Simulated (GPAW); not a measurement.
Here is a GPAW 26.7.0 calculation.

File run.py:

```python
from ase import Atoms
from ase.calculators.mixing import SumCalculator
from ase.dft.bandgap import bandgap
from ase.io import write
from ase.units import GPa
from dftd3.ase import DFTD3
from gpaw import GPAW, PW

atoms = Atoms(['Cu', 'O'],
              cell=[[0.0, 2.11656, 2.11656],
                    [2.11656, 0.0, 2.11656],
                    [2.11656, 2.11656, 0.0]],
              scaled_positions=[[0.02949772, 0.02810087, 0.90802599],
                                [0.47050228, 0.47189913, 0.59197401]],
              pbc=True)

calc = GPAW(mode=PW(800),
            xc='MGGA_X_TPSS+MGGA_C_TPSS',
            kpts={'size': (11, 11, 11), 'gamma': True},
            occupations={'name': 'fermi-dirac', 'width': 0.05},
            nbands=19,
            convergence={'density': 1e-05, 'energy': 1e-05},
            eigensolver='davidson',
            maxiter=150,
            txt='gpaw.txt')
atoms.calc = SumCalculator([calc, DFTD3(method='tpss', damping='d3bj')])
energy = atoms.get_potential_energy()
forces = atoms.get_forces()
stress = atoms.get_stress()
calc.write('gs.gpw')
write('result.traj', atoms)
print(f'Energy: {energy:.6f} eV')
print('Forces (eV/A):')
print(forces.round(4))
print('Stress (GPa):', (stress / GPa).round(3))
print('Fermi level:', round(calc.get_fermi_level(), 4), 'eV')
print(f'Gap: {bandgap(calc)[0]:.4f} eV, direct: {bandgap(calc, direct=True)[0]:.4f} eV')
```

Potentials or basis: GPAW PAW data sets (gpaw-data 1.2.1), pw.

Run with:

```sh
$ OMP_NUM_THREADS=1 python run.py
```

Predict the pressure.

10.2 GPa.

What does it give for the largest force?

1.287 eV/Å.

Estimate the band gap on the k mesh.

none (metal or under the smearing width).

What does it give for the dispersion energy per atom?

-0.419 eV.

Forces on the atoms (eV/Å):
```
Cu   0.850  0.781 -0.570
O   -0.850 -0.781  0.570
```

Caveat: with this Cu data set, volumes or pressures lay over 1.5 % or 2 GPa off other programs in two to four cells of ten; the PAW data sets were made with another functional, which shifts forces and pressure a little; an odd number of electrons without spin polarisation forces a metal; a magnetic or distorted state may lie lower; the run has no spin polarisation, though such a crystal can be magnetic; semilocal functionals often make such compounds metallic where correlation or magnetic order opens a gap, which also shifts bond lengths; pairwise dispersion overbinds metals, which lowers pressure and volume.
